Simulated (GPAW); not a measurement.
# ZrB2 (P6/mmm) in GPAW: further runs, part 2 of 2

GPAW 26.7.0.

## (4) Electron localisation function, SOGGA, collinear spin, ferromagnetic start

Input file run.py:

```python
from ase.dft.bandgap import bandgap
from ase.io import write
from ase.spacegroup import crystal
from ase.units import Bohr, GPa
from gpaw import GPAW, PW, setup_paths
from gpaw.elf import elf_from_dft_calculation

setup_paths.insert(0, '.')

# Zr 1a
# B 2d
atoms = crystal(['Zr', 'B'],
                basis=[[0.0, 0.0, 0.0],
                       [0.6666666667, 0.3333333333, 0.5]],
                spacegroup=191, setting=1,  # P6/mmm
                cellpar=[3.17, 3.17, 3.533, 90.0, 90.0, 120.0],
                primitive_cell=True)
atoms.set_initial_magnetic_moments([0.5, 0.0, 0.0])

calc = GPAW(mode=PW(800),
            xc='GGA_X_SOGGA+GGA_C_PBE_SOL',
            kpts={'size': (10, 10, 8), 'gamma': True},
            occupations={'name': 'fermi-dirac', 'width': 0.05},
            nbands=20,
            convergence={'density': 1e-05, 'energy': 1e-05},
            maxiter=150,
            txt='gpaw.txt')
atoms.calc = calc
energy = atoms.get_potential_energy()
forces = atoms.get_forces()
stress = atoms.get_stress()
calc.write('gs.gpw')
write('result.traj', atoms)
print(f'Energy: {energy:.6f} eV')
print('Forces (eV/A):')
print(forces.round(4))
print('Stress (GPa):', (stress / GPa).round(3))
print('Moments:', calc.get_magnetic_moments().round(3))
print('Fermi level:', round(calc.get_fermi_level(), 4), 'eV')
print(f'Gap: {bandgap(calc)[0]:.4f} eV, direct: {bandgap(calc, direct=True)[0]:.4f} eV')

# fields on the real-space grid
write('density.cube', atoms, data=calc.get_pseudo_density() * Bohr**3)
write('potential.cube', atoms, data=calc.get_electrostatic_potential())
write('spin.cube', atoms, data=(calc.get_pseudo_density(spin=0) - calc.get_pseudo_density(spin=1)) * Bohr**3)
write('elf.cube', atoms, data=elf_from_dft_calculation(calc).data)
```

Potentials or basis: PAW data sets generated in the run's folder for this functional, pw.

Run with:

```
> gpaw-setup -f GGA_X_SOGGA+GGA_C_PBE_SOL B Zr
> OMP_NUM_THREADS=1 python run.py
```

gpaw.txt:

```text
__  _  _
 | _ |_)|_||  |
 |__||  | ||/\| - 26.7.0

Input parameters:
  mode=PW(ecut=800.0),
  convergence={'density': 1e-05, 'energy': 1e-05},
  kpts=MonkhorstPack(size=(10, 10, 8), gamma=True),
  maxiter=150,
  nbands=20,
  occupations=Occupations(name='fermi-dirac', width=0.05),
  xc=XC(name='GGA_X_SOGGA+GGA_C_PBE_SOL')

Diagonalizing LCAO Hamiltonian
Converting LCAO to pw mode

         B  B

       Zr

Atoms  # Å, Bohr magnetons
|   | symbol |         x |        y |        z |    initial magnetic moments |
|---|--------|-----------|----------|----------|-----------------------------|
| 0 |     Zr |  0.000000 | 0.000000 | 0.000000 | ( 0.0000,  0.0000,  0.5000) |
| 1 |      B |  1.585000 | 0.915100 | 1.766500 | ( 0.0000,  0.0000,  0.0000) |
| 2 |      B | -0.000000 | 1.830200 | 1.766500 | ( 0.0000,  0.0000,  0.0000) |

Unit cell  # Å
| periodic |         x |        y |        z |  lengths |     angles |
|----------|-----------|----------|----------|----------|------------|
|      yes |  3.170000 | 0.000000 | 0.000000 | 3.170000 |  90.000000 |
|      yes | -1.585000 | 2.745301 | 0.000000 | 3.170000 |  90.000000 |
|      yes |  0.000000 | 0.000000 | 3.533000 | 3.533000 | 120.000000 |

Number of symmetries: 24
Symmetry operations  # r_c * U_cc + t_c -> r_c
|    | kind |            matrix            |
|----|------|------------------------------|
|  0 |  σ   |  1, 1, 0,  0,-1, 0,  0, 0, 1 |
|  1 |  C2  |  1, 1, 0,  0,-1, 0,  0, 0,-1 |
|  2 |  C6  |  1, 1, 0, -1, 0, 0,  0, 0, 1 |
|  3 |  S6  |  1, 1, 0, -1, 0, 0,  0, 0,-1 |
|  4 |  E   |  1, 0, 0,  0, 1, 0,  0, 0, 1 |
|  5 |  σ   |  1, 0, 0,  0, 1, 0,  0, 0,-1 |
|  6 |  σ   |  1, 0, 0, -1,-1, 0,  0, 0, 1 |
|  7 |  C2  |  1, 0, 0, -1,-1, 0,  0, 0,-1 |
|  8 |  σ   |  0, 1, 0,  1, 0, 0,  0, 0, 1 |
|  9 |  C2  |  0, 1, 0,  1, 0, 0,  0, 0,-1 |
| 10 |  C3  |  0, 1, 0, -1,-1, 0,  0, 0, 1 |
| 11 |  S3  |  0, 1, 0, -1,-1, 0,  0, 0,-1 |
| 12 |  C6  |  0,-1, 0,  1, 1, 0,  0, 0, 1 |
| 13 |  S6  |  0,-1, 0,  1, 1, 0,  0, 0,-1 |
| 14 |  σ   |  0,-1, 0, -1, 0, 0,  0, 0, 1 |
| 15 |  C2  |  0,-1, 0, -1, 0, 0,  0, 0,-1 |
| 16 |  σ   | -1, 0, 0,  1, 1, 0,  0, 0, 1 |
| 17 |  C2  | -1, 0, 0,  1, 1, 0,  0, 0,-1 |
| 18 |  C2  | -1, 0, 0,  0,-1, 0,  0, 0, 1 |
| 19 |  i   | -1, 0, 0,  0,-1, 0,  0, 0,-1 |
| 20 |  C3  | -1,-1, 0,  1, 0, 0,  0, 0, 1 |
| 21 |  S3  | -1,-1, 0,  1, 0, 0,  0, 0,-1 |
| 22 |  σ   | -1,-1, 0,  0, 1, 0,  0, 0, 1 |
| 23 |  C2  | -1,-1, 0,  0, 1, 0,  0, 0,-1 |

BZ-sampling:
  Number of BZ points: 800
  Number of IBZ points: 70

  Monkhorst-Pack size: [10, 10, 8]
  Monkhorst-Pack shift: [0.05, 0.05, 0.0625]

K-points  # in reciprocal-cell coordinates
|     |                                coordinates |     weight |
|-----|--------------------------------------------|------------|
|   0 | (  0.00000000,   0.00000000,   0.00000000) | 0.00125000 |
|   1 | (  0.00000000,   0.00000000,   0.12500000) | 0.00250000 |
|   2 | (  0.00000000,   0.00000000,   0.25000000) | 0.00250000 |
|   3 | (  0.00000000,   0.00000000,   0.37500000) | 0.00250000 |
|   4 | (  0.00000000,   0.00000000,   0.50000000) | 0.00125000 |
|   5 | (  0.10000000,   0.00000000,   0.00000000) | 0.00750000 |
|   6 | (  0.10000000,   0.00000000,   0.12500000) | 0.01500000 |
|   7 | (  0.10000000,   0.00000000,   0.25000000) | 0.01500000 |
|   8 | (  0.10000000,   0.00000000,   0.37500000) | 0.01500000 |
|   9 | (  0.10000000,   0.00000000,   0.50000000) | 0.00750000 |
| ... |                                            |            |
|  69 | (  0.50000000,   0.50000000,   0.50000000) | 0.00375000 |

Plane wave coefficients: 1603
Cutoff: 800.0 eV

Spin-components: 2 (collinear spins)
Bands:           20
Projectors:      16
Spin-degeneracy: 1
Datatype:        complex128

Density:
  Valence electrons: 18.0
  Components: 2
  Grid points: [21 21 24]
  Charge: 0.0  # |e|

Potential:
  Grid points: [21 21 24]

species:
  Zr:
    name:    Zirconium
    Z:       40.0
    valence: 12
    core:    28
    charge:  0.0  # [|e|]
    compensation charges:
      type: gauss
      rc: 0.40  # [Å]
      lmax: 2
    cutoffs:
      filter: 2.39  # [Å]
      core: 1.59  # [Å]
    projectors
    | kind |    occ | energy [eV] | rcut [Å] |
    |------|--------|-------------|----------|
    |   4s |  2.000 |     -54.435 |    1.323 |
    |   5s |  2.000 |      -4.470 |    1.323 |
    |   4p |  6.000 |     -32.440 |    1.334 |
    |   5p |  0.000 |      -1.464 |    1.334 |
    |   4d |  2.000 |      -3.620 |    1.244 |
    |    d |        |      23.591 |    1.244 |

    Using partial waves for Zr as LCAO basis

  B:
    name:    Boron
    Z:       5.0
    valence: 3
    core:    2
    charge:  0.0  # [|e|]
    compensation charges:
      type: gauss
      rc: 0.20  # [Å]
      lmax: 2
    cutoffs:
      filter: 1.14  # [Å]
      core: 1.42  # [Å]
    projectors
    | kind |    occ | energy [eV] | rcut [Å] |
    |------|--------|-------------|----------|
    |   2s |  2.000 |      -9.364 |    0.635 |
    |   2p |  1.000 |      -3.567 |    0.635 |
    |    s |        |      17.848 |    0.635 |
    |    p |        |      23.644 |    0.635 |
    |    d |        |       0.000 |    0.635 |

    Using partial waves for B as LCAO basis

Reference energy: -99168.863396  # eV

eigensolver:
  PPCG
  Converge bands: occupied
  niter=2

density mixing:
  MSR1-Mixer
  Pratt-step length: 0.05
  Maximum mixing coefficient: 0.75
  Old densities: 10
  SVD Regularization: 0.005
  Good broyden scale: 1.0
  Trust region scale: 1.0
  Backstep threshold: 4.0
  History deletion threshold: 6.0
  Fourier metric: weight=20.0, sigma=0.015

occupation numbers:
  Fermi-Dirac:
    width: 0.0500  # eV

poisson solver:
  ecut: 6400.0  # eV

xc functional:
  name: GGA_X_SOGGA+GGA_C_PBE_SOL with 2 nearest neighbor stencil

convergence criteria:
- Maximum integral of absolute [dens]ity change: 1e-05 electrons / valence electron
- Maximum [total energy] change in last 3 cyles: 1e-05 eV / valence electron
- Maximum integral of absolute [eigenst]ate change: 4e-08 eV^2 / valence electron
maximum number of iterations: 150

SCF iterations
|iter     | |      energy | eigst |  dens |  magmom |
|---------|-|-------------|-------|-------|---------|
|iter:   1| |  -26.644493 | +0.26 |       |  +0.5010|
|iter:   2| |  -26.363510 | -1.72 | -0.90 |  +0.4780|
|iter:   3| |  -25.551242 | -1.15 | -0.95 |  +0.2179|
|iter:   4| |  -25.559135 | -2.94 | -1.58 |  +0.1241|
|iter:   5| |  -25.564436 | -3.76 | -1.87 |  +0.0268|
|iter:   6| |  -25.564669 | -4.87 | -2.53 |  +0.0065|
|iter:   7| |  -25.564692 | -6.10 | -3.09 |  +0.0023|
|iter:   8| |  -25.564699c| -6.63 | -3.45 |  -0.0001|
|iter:   9| |  -25.564700c| -7.90c| -4.22 |  -0.0001|
|iter:  10| |  -25.564700c| -8.25c| -4.92 |  -0.0000|
|iter:  11| |  -25.564700c| -9.14c| -5.66c|  -0.0000|

Converged in 11 steps
Energy contributions relative to reference atoms: (reference = -99168.863396)

Energy contributions:
  Kinetic:          16.140249
  Coulomb:         -15.468979
  Zero:              0.385433
  External:          0.000000
  Xc:              -26.620000
  Entropy:          -0.002805
  Spinorbit:         0.000000
  ----------------------------
  Free energy:     -25.566102
  Extrapolated:    -25.564700

dipole moment: (-5.783361, -10.017075, -12.891240)  # |e|*Ang

Total magnetic moment: (0.000000, 0.000000, -0.000001)

Local magnetic moments
|        x |        y |         z |
|----------|----------|-----------|
| 0.000000 | 0.000000 | -0.000002 |  # Zr   0
| 0.000000 | 0.000000 | -0.000001 |  # B    1
| 0.000000 | 0.000000 | -0.000001 |  # B    2

Fermi level: 11.751
Eigenvalues  # (at kpt = [0.000, 0.000, 0.000])
| band index |      eig [eV] | occ [0-1] |      eig [eV] | occ [0-1] |
|------------|---------------|-----------|---------------|-----------|
|          0 |       -36.665 |     1.000 |       -36.665 |     1.000 |
|          1 |       -14.893 |     1.000 |       -14.893 |     1.000 |
|          2 |       -14.335 |     1.000 |       -14.335 |     1.000 |
|          3 |       -14.335 |     1.000 |       -14.335 |     1.000 |
|          4 |        -0.842 |     1.000 |        -0.842 |     1.000 |
|          5 |         9.236 |     1.000 |         9.236 |     1.000 |
[... 9 lines left out ...]
|         15 |        17.002 |     0.000 |        17.002 |     0.000 |
|         16 |        19.682 |     0.000 |        19.682 |     0.000 |
|        ... |               |           |               |           |
|         19 |        31.345 |     0.000 |        31.345 |     0.000 |

No gap
No difference between direct/indirect transitions

Forces  # eV/Ang
|        x |        y |       z |
|----------|----------|---------|
|  0.00000 | -0.00000 | 0.00000 |  # Zr   0
| -0.00000 |  0.00000 | 0.00000 |  # B    1
|  0.00000 |  0.00000 | 0.00000 |  # B    2

Stress tensor  # eV/Ang^3
|         x |         y |        z |
|-----------|-----------|----------|
|  0.031587 | -0.000000 | 0.000000 |
| -0.000000 |  0.031587 | 0.000000 |
|  0.000000 |  0.000000 | 0.032948 |

# Writing to gs.gpw (mode='')
```

It took 79 s on 1 thread of Arm Neoverse V2, shared host; peak memory 0.24 GiB.

Results:

* Free energy: -25.5661 eV
* Pressure: -5.1 GPa
* Band gap on the k mesh: none (metal or under the smearing width)
* Net moment: 0.00 μB per cell

Levels at points of the mesh, in eV from the Fermi level:
Spin up:
| k point | band 5 | band 6 | band 7 | band 8 | band 9 | band 10 | band 11 | band 12 | band 13 | band 14 |
| --- | --- | --- | --- | --- | --- | --- | --- | --- | --- | --- |
| (0.00, 0.00, 0.00) | -12.59 | -2.52 | -2.52 | -2.51 | -2.22 | 3.49 | 3.49 | 4.28 | 4.28 | 5.02 |
| (0.00, 0.00, 0.50) | -10.54 | -6.87 | -0.84 | -0.84 | 0.42 | 0.42 | 0.86 | 0.86 | 1.92 | 5.16 |
| (0.50, 0.50, 0.00) | -8.84 | -8.35 | -3.78 | -2.93 | -2.60 | 2.35 | 2.39 | 5.03 | 5.11 | 6.60 |
| (0.50, 0.50, 0.50) | -9.77 | -6.86 | -4.49 | -4.03 | -1.89 | 3.82 | 4.20 | 5.41 | 6.36 | 6.59 |
Spin down:
```csv
k point,band 7,band 8,band 9,band 10,band 11,band 12
"(0.00, 0.00, 0.00)",-2.52,-2.51,-2.22,3.49,3.49,4.28
"(0.00, 0.00, 0.50)",-0.84,-0.84,0.42,0.42,0.86,0.86
"(0.50, 0.50, 0.00)",-3.78,-2.93,-2.60,2.35,2.39,5.03
"(0.50, 0.50, 0.50)",-4.49,-4.03,-1.89,3.82,4.20,5.41
```

## (5) For comparison

An earlier run on the cell as given: functional PBE; potentials or basis GPAW PAW data sets (gpaw-data 1.2.1); cutoff 800 eV; basis pw; k mesh 10 × 10 × 8; occupations fermi-dirac, width 0.05 eV; no spin polarisation.

- Pressure: -0.1 GPa
- Band gap on the k mesh: none (metal or under the smearing width)

## (6) The runs side by side

| task | level | potentials or basis | spin | U | k mesh | U projector left unscaled | gap on the mesh (eV) | pressure (GPa) |
| --- | --- | --- | --- | --- | --- | --- | --- | --- |
| single point | PBE | GPAW PAW data sets (gpaw-data 1.2.1), pw | off | - | 10 × 10 × 8 | - | none | -0.1 |
| electron localisation function | r2SCAN+U | GPAW PAW data sets (gpaw-data 1.2.1), pw | off | Zr d U = 7 eV | 9 × 9 × 7 | no | none | 17.1 |
| electron localisation function | SOGGA | PAW data sets generated in the run's folder for this functional, pw | collinear, ferromagnetic start | - | 10 × 10 × 8 | - | none | -5.1 |

Alike in all rows: cell as given; cutoff (eV) 800; smearing fermi-dirac 0.05 eV.

Caveats: the PAW data sets were made with another functional, which shifts forces and pressure a little (some runs); U without spin polarisation on a metal has little footing (some runs); the U is typed as a test and isn't derived for this compound (some runs).

Total energies depend on the potentials used, so only differences within one code and one set of settings carry meaning.
